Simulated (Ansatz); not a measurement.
What does this script print? It uses Ansatz 0.2.0 through its Python package.

`nbc.cif`
```cif
data_NbC
_cell_length_a 3.160131
_cell_length_b 3.160131
_cell_length_c 3.160131
_cell_angle_alpha 60.00000
_cell_angle_beta 60.00000
_cell_angle_gamma 60.00000
_symmetry_space_group_name_H-M 'P 1'
_symmetry_Int_Tables_number 1
loop_
_symmetry_equiv_pos_as_xyz
'x, y, z'
loop_
_atom_site_label
_atom_site_type_symbol
_atom_site_fract_x
_atom_site_fract_y
_atom_site_fract_z
Nb1 Nb    0.000000    0.000000    0.000000
C2 C    0.500000    0.500000    0.500000
```

The script, `slab_nbc.py`:
```python
"""Slab calculation for NbC."""

import ansatz as az
from ase.build import surface
from ase.io import read
import numpy as np


def main() -> None:
    atoms = read("nbc.cif")
    # Miller indices count the vectors of the cell as typed
    slab = surface(atoms, (0, 1, 0), 4, vacuum=6.0)
    slab.pbc = True

    print(slab.get_chemical_formula(), "area {:.3f} A^2, cell height {:.2f} A".format(np.linalg.norm(np.cross(slab.cell[0], slab.cell[1])), slab.cell[2, 2]))


    def settings(structure):
        return (
            az.Crystal.from_ase(structure).calculation()
            .occupations("cold", width=0.02)
            .mixing("msr1")
            .functional("PBE", dispersion="d4")
        )


    calc = (
        settings(slab)
        .kpoints(6, 6, 1)
        .electric_field(axis=3, dipole_correction=True)
        .potential()
        .forces()
    )
    out = calc.run(threads=1)
    report = out.report

    print(f"slab free energy {report['free_energy_ev']:.4f} eV, Fermi level {report['fermi_energy_ev']:.3f} eV")
    for key, value in report["work_function"].items():
        if isinstance(value, float):
            print(f"{key:34s} {value:12.5f}")

    # two faces, so half the excess energy for each
    bulk = settings(atoms).kpoints(9, 9, 9).run(threads=1).report
    excess = report["free_energy_ev"] - bulk["free_energy_ev"] * len(slab) / len(atoms)
    area = np.linalg.norm(np.cross(slab.cell[0], slab.cell[1]))
    print(f"mean surface energy {excess / (2 * area) * 16.02177:.3f} J/m^2 ({1000 * excess / (2 * area):.1f} meV/A^2)")

    print("z (A) and force along z (eV/A)")
    for site, force in sorted(zip(out.lattice.sites, report["forces_ev_ang"]), key=lambda pair: pair[0].position_ang[2]):
        print(f"{site.symbol:3s} {site.position_ang[2]:8.3f} {force[2]:9.4f}")


if __name__ == "__main__":
    main()
```

```console
$ python slab_nbc.py
C4Nb4 area 8.649 A^2, cell height 21.03 A
DeckWarning: basis.ecutwfc = 420 eV, auto-derived from the records' recommended cutoffs: set by Nb (normal level)
RunWarning: efield: at this solve's end the planar-averaged density reaches 2.18e-4 e/Å³ inside the ramp window [0.9025, 0.0975] (bound 1e-5 e/Å³); the window's nearer edge stands 3.95 Å from this [...]
RunWarning: The output density's exchange-correlation potential varies sharply where the density is thin. Do not read a vacuum level from v_tot or v_xc, or from such a field of the output density. On [...]
slab free energy -19214.4122 eV, Fermi level 6.306 eV
ramp_position                           0.95000
ramp_width                              0.10000
amplitude_v_ang                         0.00000
dipole_field_v_ang                     -0.10816
dipole_moment_e_ang                    -0.10871
phi_plus_ev                             6.64927
phi_minus_ev                            4.37257
vacuum_level_plus_ev                   12.95498
vacuum_level_minus_ev                  10.67828
flatness_plus_ev_ang                    0.00053
flatness_minus_ev_ang                   0.01687
ramp_density_extremum_e_ang3            0.00022
ramp_density_minimum_e_ang3             0.00000
ramp_density_bound_e_ang3               0.00001
ramp_density_effective_e_ang3           0.00022
plane_spacing_ang                       0.14605
mean surface energy 5.061 J/m^2 (315.9 meV/A^2)
z (A) and force along z (eV/A)
Nb     6.000    2.2099
C      7.290   -1.5858
Nb     8.580   -0.8603
C      9.870   -0.1416
Nb    11.160    0.7772
C     12.451   -0.5160
Nb    13.741    2.9434
C     15.031   -2.8268
```
(Warnings from the package without file and line, shortened.)

These settings explore the input space; cutoff and mesh may be short of convergence. Dispersion corrections can be off by several per cent in the lattices of metals, and by several GPa in the pressure at a fixed cell. The density doesn't vanish in the vacuum (a short gap or a low cutoff), which blurs the vacuum level. For a metal this k-point mesh is coarse: on a finer one energies can move by several to tens of meV an atom and pressures by half a GPa or more, differences at one mesh by less. The zero of the levels is a convention of the potentials, so an absolute Fermi energy is no work function. The structure is a deposited one; some such entries were measured under pressure or heat, so a shift against it needn't be the functional's error alone. The slab is thin and cut from the structure as given; a cut can leave two unlike or polar faces, and the surface energy is then their mean. Miller indices refer to the vectors of the cell as typed, and the lattice isn't relaxed for this functional, so relaxation and surface energy can hold strain. Timing: 10 s on 1 thread of Arm Neoverse V1, with other jobs on the host, peak memory 0.5 GiB.

(Lines on the test bed's own set-up are left out of the output.)
